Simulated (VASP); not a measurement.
## N: single point with PBE+D3(BJ)

Crystal: N.

```
N
1.0
     7.03385    0.00000    0.00000
     0.00000    7.03385    0.00000
     0.00000    0.00000    7.03385
N
12
Direct
  0.94344 0.84042 0.11014
  0.86087 0.96395 0.16549
  0.99301 0.84351 0.53909
  0.98684 0.93848 0.66592
  0.01206 0.36472 0.86802
  0.97088 0.40696 0.01374
  0.25653 0.40706 0.40216
  0.25178 0.28131 0.31193
  0.47795 0.70263 0.02332
  0.42884 0.75149 0.16190
  0.49671 0.24547 0.91694
  0.57799 0.17485 0.80693
```

The cell was built by a generator and needn't be a form met in nature.

```json
{"Program": "VASP 6.6.1", "Task": "single point", "Functional": "PBE", "Dispersion": "D3(BJ)", "Potentials or basis": "VASP PAW PBE potentials, release 64 (N)", "Cutoff": "520 eV", "k mesh": "1 × 1 × 1", "Occupations": "fermi-dirac, width 0.05 eV", "Spin": "no spin polarisation", "Dipole correction": "no", "Further INCAR settings": "ALGO = Fast; EDIFF = 1e-06; NBANDS = 42"}
```

The pressure is 2.2 GPa, the largest force is 5.142 eV/Å and the band gap on the k mesh is 7.35 eV, direct. The dispersion energy per atom is -0.042 eV.

Forces on the atoms (eV/Å):
```
N   -0.218  0.414  0.066
N    0.201 -0.315 -0.230
N    0.032  0.181  0.454
N    0.054 -0.241 -0.265
N    0.331 -0.248 -1.072
N   -0.342  0.279  0.987
N    0.140  3.206  2.374
N   -0.118 -3.274 -2.235
N    1.196 -1.206 -3.464
N   -1.229  1.229  3.432
N   -2.718  2.351  3.650
N    2.670 -2.375 -3.698
```

Stress tensor (GPa, compression positive):
```
 0.79 -0.63 -1.44
-0.63  1.76  2.24
-1.44  2.24  4.07
```

Levels at points of the mesh, in eV from the valence-band top:
| k point | band 27 | band 28 | band 29 | band 30 | band 31 | band 32 | band 33 | band 34 |
| --- | --- | --- | --- | --- | --- | --- | --- | --- |
| (0.00, 0.00, 0.00) | -0.30 | -0.21 | -0.11 | 0.00 | 7.35 | 7.57 | 7.70 | 7.71 |

Run time: 26 s on 1 thread of AMD EPYC 7R43 64-Core Processor (Zen 3), with other jobs on the host, peak memory 0.31 GiB.

Caveat: the standard files for N, O and F lose accuracy on very short bonds. Expect the measured gap to be larger: semilocal functionals such as PBE lack the derivative discontinuity.
